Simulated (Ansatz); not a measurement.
**Bands of Rb**

```yaml
crystal:
  lattice:
    - [4.62467, 0.00000, 0.00000]
    - [0.00000, 4.62467, 0.00000]
    - [0.00000, 0.00000, 4.62467]
  atoms:
    - { symbol: Rb, position: [0.00000, 0.00000, 0.00000] }
```

The structure comes from a relaxation in the same program, started in the sc type, and has space group Pm-3m. Whether it is a known phase or the ground state wasn't checked.

Method: DFT, PBE, all-electron LAPW, scalar-relativistic in Ansatz 0.2.0.

Settings: a Γ-centred 10×10×10 k mesh, Fermi–Dirac smearing of 0.08 eV, basis error target 0.5 meV/atom, no spin polarisation.

Points in fractions of the reciprocal vectors of this cell: Γ (0, 0, 0), X (0, 0.5, 0), M (0.5, 0.5, 0), R (0.5, 0.5, 0.5). The path joins them by straight lines in the order Γ–X–M–Γ–R–X–R–M; legs that retrace an earlier one aren't tabulated. Energies are in eV from the Fermi level.

(1) Metal or insulator at this level of theory?

(2) Tabulate bands 7 to 12, counted from the lowest band of the run, along the path.

## Answers

(1) No gap opens: metallic or semimetallic.

(2) 
```
k (1/Å)  point  band 7  band 8  band 9  band 10  band 11  band 12
   0.00      Γ  -13.12  -13.12  -13.12    -1.87     2.32     2.32
   0.10         -13.13  -13.12  -13.12    -1.83     2.30     2.34
   0.19         -13.14  -13.12  -13.12    -1.70     2.20     2.41
   0.29         -13.17  -13.12  -13.12    -1.48     1.96     2.51
   0.39         -13.19  -13.12  -13.12    -1.19     1.58     2.63
   0.49         -13.22  -13.11  -13.11    -0.84     1.11     2.75
   0.58         -13.23  -13.11  -13.11    -0.45     0.62     2.85
   0.68      X  -13.24  -13.11  -13.11    -0.17     0.31     2.89
   0.78         -13.24  -13.12  -13.11    -0.12     0.33     2.91
   0.87         -13.24  -13.13  -13.11     0.03     0.38     2.94
   0.97         -13.23  -13.16  -13.11     0.27     0.46     2.95
   1.07         -13.23  -13.18  -13.11     0.56     0.59     2.73
   1.16         -13.23  -13.20  -13.10     0.68     0.96     2.40
   1.26         -13.23  -13.22  -13.10     0.79     1.36     2.16
   1.36      M  -13.22  -13.22  -13.10     0.83     1.64     2.07
   1.50         -13.22  -13.22  -13.10     0.67     1.36     2.08
   1.63         -13.21  -13.21  -13.11     0.09     1.48     2.11
   1.77         -13.19  -13.18  -13.11    -0.55     1.84     2.15
   1.91         -13.17  -13.16  -13.11    -1.10     2.20     2.20
   2.04         -13.14  -13.14  -13.12    -1.52     2.26     2.35
   2.18         -13.13  -13.13  -13.12    -1.78     2.30     2.34
   2.32      Γ  -13.12  -13.12  -13.12    -1.87     2.32     2.32
   2.49         -13.13  -13.13  -13.13    -1.74     2.32     2.32
   2.66         -13.14  -13.14  -13.14    -1.35     2.34     2.34
   2.82         -13.16  -13.16  -13.16    -0.74     2.35     2.35
   2.99         -13.18  -13.18  -13.18     0.04     2.28     2.28
   3.16         -13.20  -13.19  -13.19     0.84     2.09     2.09
   3.33         -13.21  -13.21  -13.21     1.51     1.89     1.89
   3.50      R  -13.21  -13.21  -13.21     1.82     1.82     1.82
   3.63         -13.21  -13.21  -13.21     1.62     1.83     1.88
   3.77         -13.22  -13.19  -13.19     1.25     1.72     2.07
   3.91         -13.22  -13.17  -13.17     0.90     1.26     2.38
   4.04         -13.23  -13.15  -13.15     0.63     0.70     2.80
   4.18         -13.23  -13.13  -13.13     0.23     0.45     3.03
   4.32         -13.24  -13.12  -13.12    -0.07     0.34     2.92
   4.46      X  -13.24  -13.11  -13.11    -0.17     0.31     2.89
   5.42      R  -13.21  -13.21  -13.21     1.82     1.82     1.82
   5.51         -13.21  -13.21  -13.21     1.73     1.83     1.83
   5.61         -13.21  -13.21  -13.19     1.52     1.87     1.87
   5.71         -13.22  -13.22  -13.17     1.30     1.92     1.92
   5.81         -13.22  -13.22  -13.14     1.10     1.98     1.98
   5.90         -13.22  -13.22  -13.12     0.95     1.93     2.03
   6.00         -13.22  -13.22  -13.11     0.86     1.71     2.06
   6.10      M  -13.22  -13.22  -13.10     0.83     1.64     2.07
```
